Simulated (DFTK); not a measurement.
# TaN (Fm-3m) in DFTK: reference runs

Aim: a first look at TaN with PBEsol, on the cell as given and on a disturbed one.

Program: DFTK 0.8.2. These are calculated values, not measurements. Logs are shortened: lines on timing, memory, paths and dates and some standing lists are left out, and cuts for length are marked.

### Step 1. The crystal as given

Symmetry: Fm-3m, No. 225, cubic system. The conventional cell has a = 4.423 Å, b = 4.423 Å, c = 4.423 Å, α = 90.00°, β = 90.00°, γ = 90.00°. Ta (site symmetry m-3m) has 6 N at 2.21 Å as nearest neighbours. Around N (site symmetry m-3m) lie 6 Ta at 2.21 Å.

The cell comes from a database or a generator and needn't be the stable form of this composition.

### Step 2. Single point, PBEsol

Input file run.jl:

```julia
using DFTK
using PseudoPotentialData
using Unitful, UnitfulAtomic
using LinearAlgebra, Printf
include("save.jl")
disable_threading()

# lattice vectors are the columns
lattice = austrip(1u"Å") * [           0.0       2.211323       2.211323;
                 2.211323            0.0       2.211323;
                 2.211323       2.211323            0.0]
symbols   = [:Ta, :N]
positions = [[0.5, 0.5, 0.5],
             [0.0, 0.0, 0.0]]
pseudopotentials = PseudoFamily("dojo.nc.sr.pbesol.v0_4_1.standard.upf")
elements = Dict(s => ElementPsp(s, pseudopotentials) for s in unique(symbols))
atoms    = [elements[s] for s in symbols]

build_model(lattice, positions; symmetries=true) =
    model_DFT(lattice, atoms, positions;
              functionals=PBEsol(),
              temperature=austrip(0.05u"eV"),
              smearing=Smearing.FermiDirac(),
              symmetries)
Ecut  = 42.0  # hartree
kgrid = [10, 10, 10]
tol   = 1e-6
to_GPa = ustrip(uconvert(u"GPa", 1u"hartree/bohr^3"))

model = build_model(lattice, positions)
basis = PlaneWaveBasis(model; Ecut, kgrid)
display(basis)
scfres = self_consistent_field(basis;
                               tol,
                               nbandsalg=AdaptiveBands(model; n_bands_converge=14))
display(scfres.energies)
@printf "Fermi level: %.6f eV\n" ustrip(auconvert(u"eV", something(scfres.εF, NaN)))
forces = compute_forces_cart(scfres)
println("Forces (eV/Å)")
for (s, f) in zip(symbols, forces)
    @printf "%-3s %12.6f %12.6f %12.6f\n" s ustrip.(auconvert.(u"eV/Å", f))...
end
stress = compute_stresses_cart(scfres)
println("Stress (GPa)")
display(round.(stress * to_GPa; digits=4))
println("Levels at the first k-point (eV): ", round.(ustrip.(auconvert.(u"eV", scfres.eigenvalues[1][1:scfres.n_bands_converge])); digits=4))
save_scf!(scfres; forces, stress)
```

Potentials or basis: dojo.nc.sr.pbesol.v0_4_1.standard.upf (PBEsol).

On the command line:

```sh
julia --threads=1 run.jl  # save.jl only writes the numbers to a file and isn't shown; printed stress counts tension as positive; times include loading and compiling
```

Output:

```text
PlaneWaveBasis discretization:

    Ecut                 : 42.0 Ha
    fft_size             : (40, 40, 40), 64000 total points
    kgrid                : MonkhorstPack([10, 10, 10])
    num.   red. kpoints  : 1000
    num. irred. kpoints  : 47

    Discretized Model(gga_x_pbe_sol+gga_c_pbe_sol, 3D):
        lattice (in Bohr)    : [0         , 4.17879   , 4.17879   ]
                               [4.17879   , 0         , 4.17879   ]
                               [4.17879   , 4.17879   , 0         ]
        unit cell volume     : 145.94 Bohr³

        atoms                : NTa
        pseudopot. family    : PseudoFamily("dojo.nc.sr.pbesol.v0_4_1.standard.upf")

        num. electrons       : 18
        spin polarization    : none
        temperature          : 0.0018375 Ha
        smearing             : DFTK.Smearing.FermiDirac()

        terms                : Kinetic()
                               AtomicLocal()
                               AtomicNonlocal()
                               Ewald(nothing)
                               PspCorrection()
                               Hartree()
                               Xc(gga_x_pbe_sol, gga_c_pbe_sol)
                               Entropy()
n     Energy            log10(ΔE)   log10(Δρ)   Diag   Δtime
---   ---------------   ---------   ---------   ----   ------
  1   -75.36318853975                   -0.58    4.5    5.36s
  2   -75.49217578878       -0.89       -1.34    2.0    3.27s
  3   -75.49449635176       -2.63       -1.65    2.1    3.19s
  4   -75.49473996269       -3.61       -2.26    1.5    2.08s
  5   -75.49476062213       -4.68       -2.75    2.2    3.06s
  6   -75.49476315961       -5.60       -3.63    2.0    3.01s
  7   -75.49476320220       -7.37       -4.35    2.4    3.22s
  8   -75.49476320297       -9.11       -5.07    2.4    3.22s
  9   -75.49476320301      -10.37       -5.69    2.1    3.28s
 10   -75.49476320301      -11.45       -6.51    2.0    3.00s
Energy breakdown (in Ha):
    Kinetic             24.2533169
    AtomicLocal         -34.7435382
    AtomicNonlocal      3.5321897
    Ewald               -61.6881515
    PspCorrection       3.3267259
    Hartree             7.6030667
    Xc                  -17.7781570
    Entropy             -0.0002157

    total               -75.494763203013
Fermi level: 15.984069 eV
Forces (eV/Å)
Ta     -0.000000    -0.000000    -0.000000
N       0.000000     0.000000    -0.000000
Stress (GPa)
3×3 StaticArraysCore.SMatrix{3, 3, Float64, 9} with indices SOneTo(3)×SOneTo(3):
 11.1215  -0.0      0.0
  0.0     11.1215  -0.0
 -0.0      0.0     11.1215
Levels at the first k-point (eV): [-53.5648, -19.7779, -19.7779, -19.7779, -2.6745, 12.1963, 12.1963, 12.1963, 13.8944, 13.8944, 13.8944, 16.0044, 16.0044, 17.3455]
```

It took 91 s on 1 thread of Intel Xeon 6975P-C (Granite Rapids), shared host; peak memory 1.7 GiB.

Results:

```
Free energy            : -2054.3172 eV
Pressure               : -11.1 GPa
Band gap on the k mesh : none (metal or under the smearing width)
```

Levels at points of the mesh, in eV from the Fermi level:
```csv
k point,band 5,band 6,band 7,band 8,band 9,band 10,band 11,band 12,band 13,band 14
"(0.00, 0.00, 0.00)",-18.66,-3.79,-3.79,-3.79,-2.09,-2.09,-2.09,0.02,0.02,1.36
"(-0.50, 0.00, 0.00)",-15.70,-10.28,-7.48,-7.48,1.83,1.83,1.92,3.69,7.34,7.34
"(-0.50, -0.50, 0.00)",-17.40,-6.62,-5.39,-4.61,-4.61,2.03,3.45,3.45,4.36,6.54
```

### Step 3. Single point, PBEsol (atoms moved at random, drawn with an rms of 0.05 Å)

Edit run.jl of step 2 so:

```diff
@@ -12,4 +12,4 @@
 symbols   = [:Ta, :N]
-positions = [[0.5, 0.5, 0.5],
-             [0.0, 0.0, 0.0]]
+positions = [[0.513526, 0.484213, 0.528979],
+             [-0.012902, -0.014702, 0.015695]]
 pseudopotentials = PseudoFamily("dojo.nc.sr.pbesol.v0_4_1.standard.upf")
```

Potentials or basis: dojo.nc.sr.pbesol.v0_4_1.standard.upf (PBEsol).

On the command line:

```sh
julia --threads=1 run.jl  # save.jl only writes the numbers to a file and isn't shown; printed stress counts tension as positive; times include loading and compiling
```

Output:

```text
PlaneWaveBasis discretization:

    Ecut                 : 42.0 Ha
    fft_size             : (40, 40, 40), 64000 total points
    kgrid                : MonkhorstPack([10, 10, 10])
    num.   red. kpoints  : 1000
    num. irred. kpoints  : 1000

    Discretized Model(gga_x_pbe_sol+gga_c_pbe_sol, 3D):
        lattice (in Bohr)    : [0         , 4.17879   , 4.17879   ]
                               [4.17879   , 0         , 4.17879   ]
                               [4.17879   , 4.17879   , 0         ]
        unit cell volume     : 145.94 Bohr³

        atoms                : NTa
        pseudopot. family    : PseudoFamily("dojo.nc.sr.pbesol.v0_4_1.standard.upf")

        num. electrons       : 18
        spin polarization    : none
        temperature          : 0.0018375 Ha
        smearing             : DFTK.Smearing.FermiDirac()

        terms                : Kinetic()
                               AtomicLocal()
                               AtomicNonlocal()
                               Ewald(nothing)
                               PspCorrection()
                               Hartree()
                               Xc(gga_x_pbe_sol, gga_c_pbe_sol)
                               Entropy()
n     Energy            log10(ΔE)   log10(Δρ)   Diag   Δtime
---   ---------------   ---------   ---------   ----   ------
  1   -75.36110930999                   -0.57    3.7     159s
  2   -75.49103761396       -0.89       -1.34    2.0     107s
  3   -75.49308479641       -2.69       -1.65    2.2     118s
  4   -75.49331877979       -3.63       -2.28    1.4     110s
  5   -75.49333743587       -4.73       -2.78    2.2     138s
  6   -75.49333963614       -5.66       -3.63    2.0     128s
  7   -75.49333967976       -7.36       -4.26    2.5     143s
  8   -75.49333968138       -8.79       -4.75    2.3     132s
  9   -75.49333968152       -9.84       -5.31    1.8     111s
 10   -75.49333968154      -10.66       -5.84    2.1     110s
 11   -75.49333968154      -11.94       -6.58    2.0     100s
Energy breakdown (in Ha):
    Kinetic             24.2703063
    AtomicLocal         -34.8335782
    AtomicNonlocal      3.5324600
    Ewald               -61.6496350
    PspCorrection       3.3267259
    Hartree             7.6428718
    Xc                  -17.7822869
    Entropy             -0.0002036

    total               -75.493339681544
Fermi level: 15.968908 eV
Forces (eV/Å)
Ta     -0.191335    -0.624731    -0.407376
N       0.191347     0.624767     0.407401
Stress (GPa)
3×3 StaticArraysCore.SMatrix{3, 3, Float64, 9} with indices SOneTo(3)×SOneTo(3):
 10.4495  0.1566  0.0608
  0.1566  7.9788  0.2646
  0.0608  0.2646  9.5703
Levels at the first k-point (eV): [-53.5396, -19.7666, -19.7585, -19.7549, -2.6781, 11.8608, 11.9214, 11.9758, 13.9126, 14.1335, 14.2778, 16.1091, 16.2837, 17.3123]
```

Run time: 51 min. Hardware: 1 thread of Intel Xeon Platinum 8375C at 2.90GHz (Ice Lake), shared host; peak memory 8.1 GiB.

Results:

```
Free energy            : -2054.2784 eV
Pressure               : -9.3 GPa
Largest force          : 0.770 eV/Å
Band gap on the k mesh : none (metal or under the smearing width)
```

Forces on the atoms (eV/Å):
```
Ta  -0.191 -0.625 -0.407
N    0.191  0.625  0.407
```

Stress tensor (GPa, compression positive):
```
-10.45  -0.16  -0.06
 -0.16  -7.98  -0.26
 -0.06  -0.26  -9.57
```
